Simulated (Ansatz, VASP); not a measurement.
# Cross-check of BN between VASP and Ansatz, part 2 of 2

Wanted: the spread between two codes on one cell, functional and k mesh. The structure shown is the end of the Ansatz relaxation below.

VASP 6.6.1 and Ansatz 0.2.0.

So far. Step 3 (VASP: single point, PBEsol, pair 1): The run ends at a pressure of 0.50 GPa.

## 6. VASP: single point, PBEsol, pair 2

Level of this step: PBEsol; plane waves and PAW (N, B) (VASP).

The same cell, functional, mesh and smearing now go to VASP, with its own data sets.

File INCAR:

```
SYSTEM = BN
PREC = Accurate
ENCUT = 600
EDIFF = 1E-06
NELM = 120
ISMEAR = -1
SIGMA = 0.02
LREAL = .FALSE.
ALGO = Normal
GGA = PS
NBANDS = 14
LORBIT = 11
LWAVE = .FALSE.
LCHARG = .FALSE.
ISIF = 2
LASPH = .TRUE.
GGA_COMPAT = .FALSE.
EFERMI = MIDGAP
```

File POSCAR:

```
BN
1.0
    2.5594202578      0.0000000000      0.0000000000
    0.0000000000      2.5594202578      0.0000000000
    0.0000000000      0.0000000000      3.5330440600
N B
2 2
Direct
    0.5000000000      0.0000000000      0.7500000000
    0.0000000000      0.5000000000      0.2500000000
    0.0000000000      0.0000000000      0.0000000000
    0.5000000000      0.5000000000      0.5000000000
```

File KPOINTS:

```
Automatic mesh
0
Gamma
11 11 8
0 0 0
```

PAW data sets: N and B (PBE family, release 64).

Launch:

```sh
$ mpirun -np 1 vasp_std
```

Numbers of over 12 decimals in the logs are rounded to 6 here.

The log of the run:

```text
[banner, memory and clock lines left out]
running    1 mpi-ranks, on    1 nodes
[...]
[... a notice as in an earlier step ...]

 LDA part: xc-table for (Slater+PW92), standard interpolation
 POSCAR, INCAR and KPOINTS ok, starting setup
[...]
entering main loop
       N       E                     dE             d eps       ncg     rms          rms(c)
DAV:   1     0.515408864854E+02    0.51541E+02   -0.97138E+03  2940   0.128E+03
DAV:   2    -0.357286367706E+02   -0.87270E+02   -0.81165E+02  4064   0.284E+02
DAV:   3    -0.386221265855E+02   -0.28935E+01   -0.28823E+01  4062   0.495E+01
DAV:   4    -0.386345276501E+02   -0.12401E-01   -0.12399E-01  3120   0.347E+00
[...]
DAV:  10    -0.366782774673E+02   -0.75482E-04   -0.18356E-04  3648   0.127E-01    0.229E-02
DAV:  11    -0.366782750185E+02    0.24488E-05   -0.42518E-05  3714   0.581E-02    0.119E-02
DAV:  12    -0.366782744039E+02    0.61455E-06   -0.48410E-06  3372   0.207E-02
   1 F= -.36678274E+02 E0= -.36678274E+02  d E =0.000000E+00
```

From OUTCAR (step 6):

```text
  Total        0.0800021      0.0800021      2.1627543      0.0000000     -0.0000000      0.0000000
  in kB        5.5383391      5.5383391    149.7219608      0.0000000     -0.0000000      0.0000000
  external PRESSURE =      53.5995463 kB  Pullay stress =       0.0000000 kB

 POSITION                                       TOTAL-FORCE (eV/Angst)
 -----------------------------------------------------------------------------------
      1.27971      0.00000      2.64978         0.000000      0.000000     -0.000000
      0.00000      1.27971      0.88326        -0.000000      0.000000      0.000000
      0.00000      0.00000      0.00000         0.000000     -0.000000     -0.000000
      1.27971      1.27971      1.76652         0.000000     -0.000000     -0.000000
 -----------------------------------------------------------------------------------
    total drift:                                0.000000      0.000000     -0.000000

  FREE ENERGIE OF THE ION-ELECTRON SYSTEM (eV)
  ---------------------------------------------------
  free  energy   TOTEN  =       -36.6782744039 eV

  energy  without entropy=      -36.6782744039  energy(sigma->0) =      -36.67827440

[... 1 part as in an earlier step ...]

[... 2 further parts left out ...]
[key lines of the parts left out:]
E-fermi :   9.7038
```

The run ends at a pressure of 5.36 GPa.

## 7. Side by side

The two programs side by side:

| quantity | Ansatz | VASP | difference |
| --- | --- | --- | --- |
| pressure (GPa) | 4.82 | 5.36 | -0.54 |
| gap on the k mesh (eV) | 3.872 | 3.863 | +0.009 |

A gap on the mesh is an upper bound, since the band edges may lie between its points.

## 8. Ansatz: relaxation, PBEsol

This run makes the geometry at which the two programs are then compared. The cell compared in this pair holds 23.73 Å³, against 23.14 Å³ for the pair before.

The structure compared here is the end of the Ansatz relaxation.

File input.yaml:

```yaml
crystal:
  lattice:
    - [2.53647788, 0.0, 0.0]
    - [0.0, 2.53647788, 0.0]
    - [0.0, 0.0, 3.67724994]
  atoms:
    - { symbol: "N", position: [0.5, 0.0, 0.75] }
    - { symbol: "N", position: [0.0, 0.5, 0.25] }
    - { symbol: B, position: [0.0, 0.0, 0.0] }
    - { symbol: B, position: [0.5, 0.5, 0.5] }
kpoints:
  mp_grid: { grid: [11, 11, 8] }
scf:
  occupations: { method: fermi_dirac, width: 0.02 }
hamiltonian:
  xc: pbesol
  pseudopotentials: { kind: paw, azcp: { folder: soft_1 }, xc_functional: pbe }
basis:
  ecutwfc: 600
output:
  forces: true
  stress: true
  write_density: true
  write_potential: true
  elf: true
  volumetric_format: npy
relax:
  f_tol: 0.005
  max_steps: 70
  cell: { stress_tol: 0.02, p_target: 0, fix: [c, alpha, beta, gamma] }
```

Launch:

```sh
$ ansatz run input.yaml --threads 4 --pin off --max-ram 10240MiB --backend cpu --events-out ev --progress --plain --runs-dir out
```

The log of the run:

```text
[...]
Crystal: 4 atoms, lattice volume = 23.658 Å³
Basis set: ecut = 600 eV, 799 PW (Γ), exchange–correlation on 48×48×60 points (8 copies of the dense FFT grid, shifted against one another)
Bands: 12, of which v1, the nominal top of the filled ones, is band 8 counted from 1 (7 counted from 0)
Symmetry: 16 space group operations
[...]
k-points: 105 of 968 (time reversal used)
[...]
k-point 104: bands = [... 4 lower, 3.9038, 3.9038, 5.1777, 5.1777, 20.1967, 20.1967, 23.3330, 23.3330]
--- Relaxed structure (3 steps of the walk, 3 accepted, 1 SCFs on fresh bases) ---
[...]
cell:  # Å, volume = 23.7318 Å³
    - [2.540410, 0, 0]
    - [0, 2.540410, 0]
    - [0, 0, 3.67724994]
  atoms:
    - { symbol: N, position: [0.5, 0, 0.75] }
    - { symbol: N, position: [0, 0.5, 0.25] }
    - { symbol: B, position: [0, 0, 0] }
    - { symbol: B, position: [0.5, 0.5, 0.5] }
[key lines of the parts left out:]
SCF converged after 5 iterations
Free energy (F): -1067.667243 eV
Fermi energy:    13.214612 eV
P = ⅓ Tr σ = -4.8355 GPa (-48.355 kbar)
```

## 9. VASP: single point, PBEsol, pair 3

The same cell, functional, mesh and smearing now go to VASP, with its own data sets.

INCAR is that of step 6.

File POSCAR:

```
BN
1.0
    2.5404098215      0.0000000000      0.0000000000
    0.0000000000      2.5404098215      0.0000000000
    0.0000000000      0.0000000000      3.6772499400
N B
2 2
Direct
    0.5000000000      0.0000000000      0.7500000000
    0.0000000000      0.5000000000      0.2500000000
    0.0000000000      0.0000000000      0.0000000000
    0.5000000000      0.5000000000      0.5000000000
```

KPOINTS is that of step 6.

Launch:

```sh
$ mpirun -np 1 vasp_std
```

The log of the run:

```text
[... set-up lines as in an earlier step ...]
 entering main loop
       N       E                     dE             d eps       ncg     rms          rms(c)
DAV:   1     0.512392170324E+02    0.51239E+02   -0.96417E+03  2948   0.128E+03
DAV:   2    -0.354889125879E+02   -0.86728E+02   -0.80594E+02  3932   0.283E+02
DAV:   3    -0.385435935154E+02   -0.30547E+01   -0.30399E+01  4056   0.509E+01
DAV:   4    -0.385579757068E+02   -0.14382E-01   -0.14380E-01  3114   0.370E+00
[...]
DAV:  10    -0.366821122916E+02   -0.77993E-04   -0.19887E-04  3678   0.130E-01    0.233E-02
DAV:  11    -0.366821098886E+02    0.24029E-05   -0.43754E-05  3768   0.587E-02    0.115E-02
DAV:  12    -0.366821092373E+02    0.65130E-06   -0.50089E-06  3498   0.210E-02
   1 F= -.36682109E+02 E0= -.36682109E+02  d E =0.000000E+00
```

OUTCAR, selected parts (step 9):

```text
  Total        0.0642548      0.0642548     -2.0845758      0.0000000     -0.0000000      0.0000000
  in kB        4.3379592      4.3379592   -140.7335258      0.0000000     -0.0000000      0.0000000
  external PRESSURE =     -44.0192024 kB  Pullay stress =       0.0000000 kB

 POSITION                                       TOTAL-FORCE (eV/Angst)
 -----------------------------------------------------------------------------------
      1.27020      0.00000      2.75794         0.000000      0.000000     -0.000000
      0.00000      1.27020      0.91931        -0.000000      0.000000      0.000000
      0.00000      0.00000      0.00000         0.000000     -0.000000     -0.000000
      1.27020      1.27020      1.83862         0.000000     -0.000000     -0.000000
 -----------------------------------------------------------------------------------
    total drift:                                0.000000      0.000000     -0.000000

  FREE ENERGIE OF THE ION-ELECTRON SYSTEM (eV)
  ---------------------------------------------------
  free  energy   TOTEN  =       -36.6821092373 eV

  energy  without entropy=      -36.6821092373  energy(sigma->0) =      -36.68210924

[... 1 part as in an earlier step ...]

[... 2 further parts left out ...]
[key lines of the parts left out:]
E-fermi :   9.4711
```

The run ends at a pressure of -4.40 GPa.

## 10. Side by side

The two programs side by side:

```csv
quantity,Ansatz,VASP,difference
pressure (GPa),-4.84,-4.40,-0.43
gap on the k mesh (eV),4.179,4.172,+0.007
```

A gap on the mesh is an upper bound, since the band edges may lie between its points.

## 11. Summary of results

```
difference in gap on the k mesh (single point, PBEsol, pair 1) : 0.0078 eV
difference in gap on the k mesh (single point, PBEsol, pair 2) : 0.0085 eV
difference in pressure (single point, PBEsol, pair 2)          : -0.54 GPa
difference in gap on the k mesh (single point, PBEsol, pair 3) : 0.0071 eV
```

What this shows: The difference in pressure is -0.54 GPa (single point, PBEsol, pair 2), within the 1 GPa picked in this series as the mark of a large difference. 4 further runs of this series are not shown here. How closely two codes agree says nothing of how well the functional describes the real material.

[Lines on the potential files, build, host, timing and source positions are cut from VASP's logs without a mark.]

[Logs are printed without paths, hosts, clocks, repeated set-up lines and the standing remarks that a program may print on its own settings, such as how far it seeks lower states.]

[Hosts, paths, dates, database ids (printed as entryN), source tags and the programs' standing remarks are cut or masked in the printed files.]
